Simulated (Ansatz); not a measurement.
# CuO: tests of the settings

This session on CuO sets out to test the SCF threshold.

Computed with Ansatz 0.2.0 (DFT PBE, scalar-relativistic, plane waves, PAW, unless a step's input says otherwise).

1 further run of the same task is left out (set aside as unsound or not needed). Runs told in other sessions of the task aren't counted.

### Step 1. The structure to begin with

The structure is monoclinic, space group Cc (No. 9). Conventional cell: a = 4.689 Å, b = 3.427 Å, c = 5.132 Å, α = 90.00°, β = 99.65°, γ = 90.00°. Cu (site symmetry 1) is surrounded by 4 O at 1.91 to 2.02 Å. O (site symmetry 1) has 4 Cu at 1.91 to 2.02 Å in its first shell of neighbours.

As a file:

```xyz
4
Lattice="2.3447 -1.7134 0.0000 2.3447 1.7134 0.0000 -0.8606 0.0000 5.0594" Properties=species:S:1:pos:R:3 pbc="T T T"
Cu    1.1723    0.8457    0.0000
Cu    0.7421   -0.8457    2.5297
O     2.0724   -0.2841    1.2836
O     1.6421    0.2841    3.8133
```

Source of the structure: the Crystallography Open Database. It is taken as it stands there.

### Step 2. The base input

File input.yaml:

```yaml
crystal:
  lattice:
    - [2.34465, -1.7134, 0.0]
    - [2.34465, 1.7134, 0.0]
    - [-0.86055, 0.0, 5.05944]
  atoms:
    - { symbol: Cu, position: [0.0032, 0.4968, 0.0] }
    - { symbol: Cu, position: [0.4968, 0.0032, 0.5] }
    - { symbol: O, position: [0.5714, 0.4056, 0.2537] }
    - { symbol: O, position: [0.4056, 0.5714, 0.7537] }
basis:
  ecutwfc: 420
kpoints:
  mp_grid: { grid: [16, 16, 8] }
hamiltonian:
  xc: pbe
scf:
  occupations: { method: gaussian, width: 0.1 }
output:
  forces: true
  stress: true
  eigenvalues: true
  populations: true
```

It was run beforehand and gave: -3595.5774 eV/atom at zero smearing, pressure 5.70 GPa, largest force 0.757 eV/Å, no gap on the mesh, in 7 SCF cycles and 68 s.

### Step 3. SCF threshold: 1e-03 eV

File input.yaml:

```yaml
crystal:
  lattice:
    - [2.34465, -1.7134, 0.0]
    - [2.34465, 1.7134, 0.0]
    - [-0.86055, 0.0, 5.05944]
  atoms:
    - { symbol: Cu, position: [0.0032, 0.4968, 0.0] }
    - { symbol: Cu, position: [0.4968, 0.0032, 0.5] }
    - { symbol: O, position: [0.5714, 0.4056, 0.2537] }
    - { symbol: O, position: [0.4056, 0.5714, 0.7537] }
basis:
  ecutwfc: 420
kpoints:
  mp_grid: { grid: [16, 16, 8] }
hamiltonian:
  xc: pbe
scf:
  occupations: { method: gaussian, width: 0.1 }
  convergence: { dr2_threshold: "0.001 eV" }
output:
  forces: true
  stress: true
  eigenvalues: true
```

Started as:

```sh
$ ansatz run input.yaml --threads 1 --pin off --max-ram 2560MiB --backend cpu --events-out ev --progress --plain --runs-dir out
```

### Step 4. SCF threshold: 1e-04 eV

Changes to input.yaml since step 3:

```diff
@@ -18,3 +18,3 @@
   occupations: { method: gaussian, width: 0.1 }
-  convergence: { dr2_threshold: "0.001 eV" }
+  convergence: { dr2_threshold: "0.0001 eV" }
 output:
```

### Step 5. SCF threshold set to 1e-05 eV

Changes to input.yaml since step 4:

```diff
@@ -18,3 +18,3 @@
   occupations: { method: gaussian, width: 0.1 }
-  convergence: { dr2_threshold: "0.0001 eV" }
+  convergence: { dr2_threshold: "1e-05 eV" }
 output:
```

### Step 6. SCF threshold set to 1e-06 eV

Changes to input.yaml since step 5:

```diff
@@ -18,3 +18,3 @@
   occupations: { method: gaussian, width: 0.1 }
-  convergence: { dr2_threshold: "1e-05 eV" }
+  convergence: { dr2_threshold: "1e-06 eV" }
 output:
```

### Step 7. SCF threshold: 1e-09 eV

Changes to input.yaml since step 6:

```diff
@@ -18,3 +18,3 @@
   occupations: { method: gaussian, width: 0.1 }
-  convergence: { dr2_threshold: "1e-06 eV" }
+  convergence: { dr2_threshold: "1e-09 eV" }
 output:
@@ -23 +23,5 @@
   eigenvalues: true
+  write_density: true
+  write_potential: true
+  elf: true
+  volumetric_format: npy
```

### Step 8. SCF threshold: 1e-11 eV

Changes to input.yaml since step 7:

```diff
@@ -18,3 +18,3 @@
   occupations: { method: gaussian, width: 0.1 }
-  convergence: { dr2_threshold: "1e-09 eV" }
+  convergence: { dr2_threshold: "1e-11 eV" }
 output:
@@ -23,5 +23 @@
   eigenvalues: true
-  write_density: true
-  write_potential: true
-  elf: true
-  volumetric_format: npy
```

(Steps that only read results are left out.)

**Question.** What does this series show?

The runs gave:

| quantity | value |
| --- | --- |
| SCF threshold: within 10 and 1 meV/atom of 1e-11 eV from | 1e-03 eV for 10; 1e-03 eV for 1 |

**Reading.** The SCF threshold hardly matters here: all runs agree within 0.00 meV/atom. The listed cell is far from this method's equilibrium (5.7 GPa, forces up to 0.76 eV/Å), so its values are not those of the relaxed crystal. Spin polarisation is off in the runs that give these values; a magnetic solution could lie lower.
